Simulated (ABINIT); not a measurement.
# MgO (Fm-3m) in ABINIT: settings compared

Aim: see how the results for MgO move with the level of theory and the settings. Levels: RPBE, SOGGA. Tasks: band structure, equation of state.

Everything below comes from runs of ABINIT 10.8.3 (patched build). Logs are shortened: lines on timing, memory, paths and dates and some standing lists are left out, and cuts for length are marked. The log counts tension as positive stress, the text compression.

**What was measured.**

“Electronic structure of alkaline earth and post-transition metal oxides”, 2009, arxiv:0908.1581 quotes, for a bulk crystal of MgO: band gap 7.83 eV.

The runs below are set against these values where they give the same quantity.

**1. The crystal as given**

The structure is cubic, space group Fm-3m (No. 225). The conventional cell has a = 4.194 Å, b = 4.194 Å, c = 4.194 Å, α = 90.00°, β = 90.00°, γ = 90.00°. Around Mg (site symmetry m-3m) lie 6 O at 2.10 Å. O (site symmetry m-3m) is surrounded by 6 Mg at 2.10 Å.

The cell is a database's computed one.

**2. Band structure, RPBE**

run.abi reads:

```
ndtset 2

pp_dirpath "./"
pseudos "Mg.GGA_PBE-JTH.xml, O.GGA_PBE-JTH.xml"

acell 3*1.0 Angstrom
rprim
     0.0000000000     2.0970013927     2.0970013927
     2.0970013927     0.0000000000     2.0970013927
     2.0970013927     2.0970013927     0.0000000000
ntypat 2
znucl 12 8
natom 2
typat 1 2
xcart
     0.0000000000     0.0000000000     0.0000000000
     2.0970013927     2.0970013927     2.0970013927 Angstrom

ecut 23.0
pawecutdg 45.0

ixc 15

occopt 3
tsmear 0.05 eV

nstep 100

iomode 3
prtwf 0
prteig 0
prtebands 0
enunit 1
prtden1 1
prtvha1 1
prtvclmb1 1
prtpot1 1

kptopt1 1
ngkpt1 11 11 11
nshiftk1 1
shiftk1 0.0 0.0 0.0
nband1 12
tolvrs1 1.0e-9

iscf2 -2
getden2 1
nband2 16
nbdbuf2 2
tolwfr2 1.0e-12
kptopt2 -9
ndivsm2 6
prteig2 1
prtvol2 -3
kptbounds2
     0.0000000000     0.0000000000     0.0000000000
     0.5000000000     0.0000000000     0.5000000000
     0.5000000000     0.2500000000     0.7500000000
     0.3750000000     0.3750000000     0.7500000000
     0.0000000000     0.0000000000     0.0000000000
     0.5000000000     0.5000000000     0.5000000000
     0.6250000000     0.2500000000     0.6250000000
     0.5000000000     0.2500000000     0.7500000000
     0.5000000000     0.5000000000     0.5000000000
     0.3750000000     0.3750000000     0.7500000000
```

Potentials or basis: JTH PAW PBE v2.0.

Launch:

```bash
> abinit run.abi > log 2>&1
```

run.abo:

```text
.Version 10.8.3 of ABINIT
 DATASET    1 : space group Fm -3 m (#225); Bravais cF (face-center cubic)
================================================================================
 Values of the parameters that define the memory need for DATASET  1.
     intxc =       0    ionmov =       0      iscf =      17    lmnmax =       8
     lnmax =       4     mgfft =      27  mpssoang =       2    mqgrid =    3001
     natom =       2  nloc_mem =       2    nspden =       1   nspinor =       1
    nsppol =       1      nsym =      48    n1xccc =       1    ntypat =       2
    occopt =       3   xclevel =       2
       mpw =         670          nfft =       19683          nkpt =          56
 PAW method is used; the additional fine FFT grid is defined by:
   mgfftf=        36    nfftf =     46656
================================================================================
================================================================================

 DATASET    2 : space group Fm -3 m (#225); Bravais cF (face-center cubic)
================================================================================
 Values of the parameters that define the memory need for DATASET  2.
     intxc =       0    ionmov =       0      iscf =      -2    lmnmax =       8
     lnmax =       4     mgfft =      27  mpssoang =       2    mqgrid =    3001
     natom =       2  nloc_mem =       2    nspden =       1   nspinor =       1
    nsppol =       1      nsym =      48    n1xccc =       1    ntypat =       2
    occopt =       3   xclevel =       2
       mpw =         670          nfft =       19683          nkpt =         103
 PAW method is used; the additional fine FFT grid is defined by:
   mgfftf=        36    nfftf =     46656
================================================================================
================================================================================

--------------------------------------------------------------------------------
------------- Echo of variables that govern the present computation ------------
--------------------------------------------------------------------------------
 -outvars: echo values of preprocessed input variables --------
            acell      1.8897261259E+00  1.8897261259E+00  1.8897261259E+00 Bohr
              amu      2.43050000E+01  1.59994000E+01
             ecut      2.30000000E+01 Hartree
           enunit           1
           getden1          0
           getden2          1
             iscf1         17
             iscf2         -2
              ixc          15
           jdtset        1    2
           kptopt1          1
           kptopt2         -9
         kptrlatt       11    0    0      0   11    0      0    0   11
          kptrlen1     6.16460521E+01
          kptrlen2     3.00000000E+01
            natom           2
            nband1         12
            nband2         16
           nbdbuf1          0
           nbdbuf2          2
           ndtset           2
           ndivsm1          0
           ndivsm2          6
            ngfft          27      27      27
          ngfftdg          36      36      36
             nkpt1         56
             nkpt2        103
            nstep         100
             nsym          48
           ntypat           2
           occopt           3
        pawecutdg      4.50000000E+01 Hartree
         pawxcdev           0
        prtebands           0
           prteig1          0
           prteig2          1
           prtpot1          1
           prtpot2          0
         prtvclmb1          1
         prtvclmb2          0
           prtvha1          1
           prtvha2          0
           prtvol1          0
           prtvol2         -3
            prtwf           0
            rprim      0.0000000000E+00  2.0970013927E+00  2.0970013927E+00
                       2.0970013927E+00  0.0000000000E+00  2.0970013927E+00
                       2.0970013927E+00  2.0970013927E+00  0.0000000000E+00
           shiftk1     0.00000000E+00  0.00000000E+00  0.00000000E+00
           shiftk2     5.00000000E-01  5.00000000E-01  5.00000000E-01
          spgroup         225
           tolvrs1     1.00000000E-09
           tolvrs2     0.00000000E+00
           tolwfr1     0.00000000E+00
           tolwfr2     1.00000000E-12
           tsmear      1.83746611E-03 Hartree
            typat      1  2
           useylm           1
           xangst      0.0000000000E+00  0.0000000000E+00  0.0000000000E+00
                       2.0970013927E+00  2.0970013927E+00  2.0970013927E+00
            xcart      0.0000000000E+00  0.0000000000E+00  0.0000000000E+00
[... 227 lines left out ...]
 R(1)=  0.0000000  3.9627583  3.9627583  G(1)= -0.1261747  0.1261747  0.1261747
 R(2)=  3.9627583  0.0000000  3.9627583  G(2)=  0.1261747 -0.1261747  0.1261747
 R(3)=  3.9627583  3.9627583  0.0000000  G(3)=  0.1261747  0.1261747 -0.1261747
 Unit cell volume ucvol=  1.2445798E+02 bohr^3
 Angles (23,13,12)=  6.00000000E+01  6.00000000E+01  6.00000000E+01 degrees

 Coarse grid specifications (used for wave-functions):

 getcut: wavevector=  0.0000  0.0000  0.0000  ngfft=  27  27  27
         ecut(hartree)=     23.000   => boxcut(ratio)=   2.15215

 Fine grid specifications (used for densities):

 getcut: wavevector=  0.0000  0.0000  0.0000  ngfft=  36  36  36
         ecut(hartree)=     45.000   => boxcut(ratio)=   2.12725
--------------------------------------------------------------------------------

================================================================================
 Non-SCF case, kpt    1 (  0.00000  0.00000  0.00000), residuals and eigenvalues=
  9.65E-13  7.31E-13  2.19E-13  4.76E-13  1.68E-13  4.25E-13  7.28E-13  2.35E-13
  4.74E-14  5.83E-13  2.91E-13  3.10E-13  2.73E-13  9.26E-13  6.30E-13  2.81E-13
 -2.4486E+00 -1.2187E+00 -1.2187E+00 -1.2187E+00 -4.2711E-01  2.1197E-01
  2.1197E-01  2.1197E-01  3.9449E-01  7.9897E-01  7.9897E-01  7.9897E-01
  9.4296E-01  1.0079E+00  1.0079E+00  1.1310E+00
 Non-SCF case, kpt    2 (  0.02941  0.00000  0.02941), residuals and eigenvalues=
  5.16E-13  2.73E-13  7.03E-13  4.44E-13  8.44E-13  3.93E-13  6.96E-14  9.43E-14
  6.86E-14  8.41E-13  3.43E-13  5.87E-13  4.30E-13  5.14E-13  3.19E-13  1.74E-10
 -2.4486E+00 -1.2188E+00 -1.2188E+00 -1.2188E+00 -4.2663E-01  2.0930E-01
  2.1146E-01  2.1146E-01  3.9752E-01  7.9113E-01  8.0018E-01  8.0018E-01
[... 593 lines left out ...]
  1.1426E-01  1.7341E-01  5.9181E-01  6.6625E-01  6.8739E-01  8.8118E-01
  9.0966E-01  1.1023E+00  1.2336E+00  1.2638E+00
 Non-SCF case, kpt  102 (  0.38750  0.38750  0.72500), residuals and eigenvalues=
  3.89E-13  1.78E-13  2.19E-13  6.65E-13  4.70E-13  1.15E-13  6.16E-13  5.05E-13
  5.33E-13  1.37E-13  2.78E-13  8.80E-14  7.80E-14  4.68E-13  4.44E-07  7.75E-06
 -2.4482E+00 -1.2210E+00 -1.2206E+00 -1.2195E+00 -3.7004E-01  8.5953E-02
  1.0926E-01  1.7141E-01  5.9237E-01  6.6496E-01  6.8025E-01  8.8819E-01
  9.0079E-01  1.1222E+00  1.2362E+00  1.2679E+00
 Non-SCF case, kpt  103 (  0.37500  0.37500  0.75000), residuals and eigenvalues=
  1.89E-13  1.74E-13  3.39E-13  5.19E-13  1.62E-13  1.84E-13  9.52E-14  6.33E-13
  2.51E-13  3.35E-13  1.34E-13  2.36E-13  5.61E-13  4.30E-13  8.54E-09  7.62E-09
 -2.4481E+00 -1.2211E+00 -1.2206E+00 -1.2196E+00 -3.6965E-01  8.4028E-02
  1.1254E-01  1.6979E-01  5.8937E-01  6.5756E-01  6.8151E-01  8.9351E-01
  8.9702E-01  1.1444E+00  1.2271E+00  1.2569E+00

--- !ResultsGS
iteration_state: {dtset: 2, }
comment   : Summary of ground state results
lattice_vectors:
- [  0.0000000,   3.9627583,   3.9627583, ]
- [  3.9627583,   0.0000000,   3.9627583, ]
- [  3.9627583,   3.9627583,   0.0000000, ]
lattice_lengths: [   5.60419,    5.60419,    5.60419, ]
lattice_angles: [ 60.000,  60.000,  60.000, ] # degrees, (23, 13, 12)
lattice_volume:   1.2445798E+02
convergence: {deltae:  0.000E+00, res2:  0.000E+00, residm:  9.987E-13, diffor:  0.000E+00, }
etotal    :  -7.98041542E+01
entropy   :   0.00000000E+00
fermie    :   3.25723132E-01
cartesian_stress_tensor: null
pressure_GPa: null
xred      :
- [  0.0000E+00,   0.0000E+00,   0.0000E+00, Mg]
- [  5.0000E-01,   5.0000E-01,   5.0000E-01,  O]
cartesian_forces: null
force_length_stats: {min: null, max: null, mean: null, }
...

 Integrated electronic density in atomic spheres:
 ------------------------------------------------
 Atom  Sphere_radius  Integrated_density
    1        1.90158          8.29577335
    2        1.41465          4.61235720

================================================================================

 ----iterations are completed or convergence reached----

 Mean square residual over all n,k,spin=   38.402E-14; max=  99.869E-14
 reduced coordinates (array xred) for    2 atoms
       0.000000000000      0.000000000000      0.000000000000
       0.500000000000      0.500000000000      0.500000000000

 cartesian coordinates (angstrom) at end:
    1      0.00000000000000     0.00000000000000     0.00000000000000
    2      2.09700139270000     2.09700139270000     2.09700139270000
 length scales=  1.889726125908  1.889726125908  1.889726125908 bohr
              =  1.000000000000  1.000000000000  1.000000000000 angstroms
 Eigenvalues (   eV  ) for nkpt= 103  k points:
 kpt#   1, nband= 16, wtk=  1.00000, kpt=  0.0000  0.0000  0.0000 (reduced coord)
 -66.62921  -33.16377  -33.16377  -33.16377  -11.62214    5.76805    5.76805    5.76805
  10.73475   21.74098   21.74098   21.74098   25.65937   27.42638   27.42638   30.77723
 kpt#   2, nband= 16, wtk=  1.00000, kpt=  0.0294  0.0000  0.0294 (reduced coord)
 -66.62911  -33.16451  -33.16402  -33.16402  -11.60929    5.69536    5.75412    5.75412
  10.81694   21.52777   21.77388   21.77388   25.93138   27.20753   27.45320   30.81673
 kpt#   3, nband= 16, wtk=  1.00000, kpt=  0.0588  0.0000  0.0588 (reduced coord)
 -66.62879  -33.16669  -33.16477  -33.16477  -11.57112    5.49232    5.71313    5.71313
  11.04887   21.01127   21.87097   21.87097   26.62426   26.66042   27.53356   30.93561
 kpt#   4, nband= 16, wtk=  1.00000, kpt=  0.0882  0.0000  0.0882 (reduced coord)
 -66.62831  -33.17022  -33.16599  -33.16599  -11.50887    5.19332    5.64734    5.64734
  11.39642   20.36980   22.02741   22.02741   25.94620   27.55968   27.66713   31.13478
 kpt#   5, nband= 16, wtk=  1.00000, kpt=  0.1176  0.0000  0.1176 (reduced coord)
 -66.62766  -33.17493  -33.16764  -33.16764  -11.42452    4.83555    5.56030    5.56030
  11.82351   19.69958   22.23576   22.23576   25.15729   27.85335   28.64139   31.41553
 kpt#   6, nband= 16, wtk=  1.00000, kpt=  0.1471  0.0000  0.1471 (reduced coord)
 -66.62683  -33.18061  -33.16967  -33.16967  -11.32078    4.44916    5.45661    5.45661
[... 278 lines left out ...]
 -66.61863  -33.23845  -33.19735  -33.17963  -10.15847    1.81468    3.69547    4.84670
  15.63128   18.22858   19.46686   23.48368   25.61626   29.21228   32.06208   35.05359
 kpt# 100, nband= 16, wtk=  1.00000, kpt=  0.4125  0.4125  0.6750 (reduced coord)
 -66.61826  -33.23378  -33.20394  -33.18149  -10.12290    2.02183    3.37661    4.78085
  15.93867   18.14920   19.04310   23.74561   25.12847   29.55124   32.94187   34.67783
 kpt# 101, nband= 16, wtk=  1.00000, kpt=  0.4000  0.4000  0.7000 (reduced coord)
 -66.61792  -33.22920  -33.21001  -33.18331  -10.09188    2.22096    3.10907    4.71879
  16.10390   18.12948   18.70476   23.97813   24.75306   29.99434   33.56900   34.38847
 kpt# 102, nband= 16, wtk=  1.00000, kpt=  0.3875  0.3875  0.7250 (reduced coord)
 -66.61766  -33.22592  -33.21411  -33.18499  -10.06922    2.33889    2.97316    4.66423
  16.11917   18.09458   18.51045   24.16893   24.51174   30.53595   33.63992   34.50264
 kpt# 103, nband= 16, wtk=  1.00000, kpt=  0.3750  0.3750  0.7500 (reduced coord)
 -66.61752  -33.22655  -33.21345  -33.18642  -10.05873    2.28651    3.06239    4.62027
  16.03762   17.89313   18.54478   24.31352   24.40916   31.14203   33.39072   34.20242

== END DATASET(S) ==============================================================
================================================================================

 -outvars: echo values of variables after computation  --------
            acell      1.8897261259E+00  1.8897261259E+00  1.8897261259E+00 Bohr
           etotal1    -7.9804154156E+01
            fcart1    -0.0000000000E+00 -0.0000000000E+00 -0.0000000000E+00
                      -0.0000000000E+00 -0.0000000000E+00 -0.0000000000E+00
            rprim      0.0000000000E+00  2.0970013927E+00  2.0970013927E+00
                       2.0970013927E+00  0.0000000000E+00  2.0970013927E+00
                       2.0970013927E+00  2.0970013927E+00  0.0000000000E+00
           strten1    -3.9182206476E-04 -3.9182206476E-04 -3.9182206476E-04
                       0.0000000000E+00  0.0000000000E+00  0.0000000000E+00
           xangst      0.0000000000E+00  0.0000000000E+00  0.0000000000E+00
                       2.0970013927E+00  2.0970013927E+00  2.0970013927E+00
             xred      0.0000000000E+00  0.0000000000E+00  0.0000000000E+00
                       5.0000000000E-01  5.0000000000E-01  5.0000000000E-01
 Calculation completed.
```

It took 29 s on 1 thread of Arm Neoverse V2, shared host; peak memory 0.11 GiB.

What came out:

* Free energy: -2171.5817 eV
* Pressure: 11.5 GPa
* Band gap on the k mesh: 4.97 eV, direct
* Band gap along the path: 4.97 eV, direct
* Valence electrons inside the program's atomic spheres: Mg 8.30; O 4.61

Levels at the corners of the path, in eV from the valence-band top:
| point | band 4 | band 5 | band 6 | band 7 | band 8 | band 9 | band 10 | band 11 | band 12 | band 13 |
| --- | --- | --- | --- | --- | --- | --- | --- | --- | --- | --- |
| Γ | -38.93 | -17.39 | 0.00 | 0.00 | 0.00 | 4.97 | 15.97 | 15.97 | 15.97 | 19.89 |
| X | -38.96 | -15.86 | -4.07 | -1.35 | -1.35 | 9.23 | 10.31 | 13.38 | 19.43 | 19.43 |
| W | -38.96 | -15.79 | -2.95 | -2.95 | -1.77 | 11.85 | 11.85 | 12.54 | 15.88 | 22.33 |
| K | -38.95 | -15.83 | -3.48 | -2.71 | -1.15 | 10.27 | 12.12 | 12.78 | 18.55 | 18.64 |
| Γ | -38.93 | -17.39 | 0.00 | 0.00 | 0.00 | 4.97 | 15.97 | 15.97 | 15.97 | 19.89 |
| L | -38.94 | -16.07 | -4.62 | -0.67 | -0.67 | 8.09 | 12.91 | 16.63 | 16.63 | 21.37 |
| U | -38.95 | -15.83 | -3.48 | -2.71 | -1.15 | 10.27 | 12.12 | 12.78 | 18.55 | 18.64 |
| W | -38.96 | -15.79 | -2.95 | -2.95 | -1.77 | 11.85 | 11.85 | 12.54 | 15.88 | 22.33 |
| L | -38.94 | -16.07 | -4.62 | -0.67 | -0.67 | 8.09 | 12.91 | 16.63 | 16.63 | 21.37 |
| K | -38.95 | -15.83 | -3.48 | -2.71 | -1.15 | 10.27 | 12.12 | 12.78 | 18.55 | 18.64 |

Caveat: the PAW data sets were made with another functional, which shifts forces and pressure a little.

(Continued in part 2 of 2.)
